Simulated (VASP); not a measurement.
A run of VASP 6.6.1 is set up as follows.

Contents of POSCAR:

```
Pt
1.0
    0.0000000000      1.9579378808      1.9579378808
    1.9579378808      0.0000000000      1.9579378808
    1.9579378808      1.9579378808      0.0000000000
  Pt
     1
Direct
     0.0000000000000000    0.0000000000000000    0.0000000000000000
```

File INCAR.step1:

```
  PREC = Accurate
  ENCUT = 600
  EDIFF = 1E-8
  ISMEAR = 1
  SIGMA = 0.2
  LREAL = False
  LASPH = True
  NELM = 80
  ALGO = Fast
  ISIF = 3
  LWAVE = False
  LCHARG = False
  GGA = PS
  KPAR = 2
  IBRION = 2
  NSW = 40
  EDIFFG = -0.002
```

The input INCAR.step2:

```
  PREC = Accurate
  ENCUT = 600
  EDIFF = 1E-8
  ISMEAR = 1
  SIGMA = 0.2
  LREAL = False
  LASPH = True
  NELM = 80
  ALGO = Fast
  ISIF = 3
  LWAVE = False
  LCHARG = False
  GGA = PS
  KPAR = 2
  IBRION = 6
  NFREE = 2
  POTIM = 0.015
  NSW = 1
```

File KPOINTS:

```
regular mesh
0
Gamma
  30 30 30
```

Potentials or basis: VASP PAW PBE potentials, release 64 (Pt).

Launch:

```sh
$ cat potpaw_PBE.64/Pt/POTCAR > POTCAR
$ cp INCAR.step1 INCAR
$ mpirun -np 2 vasp_std > vasp.out
$ cp CONTCAR POSCAR
$ cp INCAR.step2 INCAR
$ mpirun -np 2 vasp_std > vasp.out
```

Problem. What does it give for the elastic constants C11, C12, C44?

Solution. 362, 255, 80 GPa.

Problem. Estimate the Voigt bulk modulus.

Solution. 290 GPa.

Elastic tensor in Voigt notation (GPa, in the Cartesian axes of the cell as first typed):
```
362 255 255   0   0   0
255 362 255   0   0   0
255 255 362   0   0   0
  0   0   0  80   0   0
  0   0   0   0  80   0
  0   0   0   0   0  80
```

Caveat: the PAW data sets were made with another functional, which shifts forces and pressure a little. The run has no spin-orbit coupling, so splittings on Pt are missing.
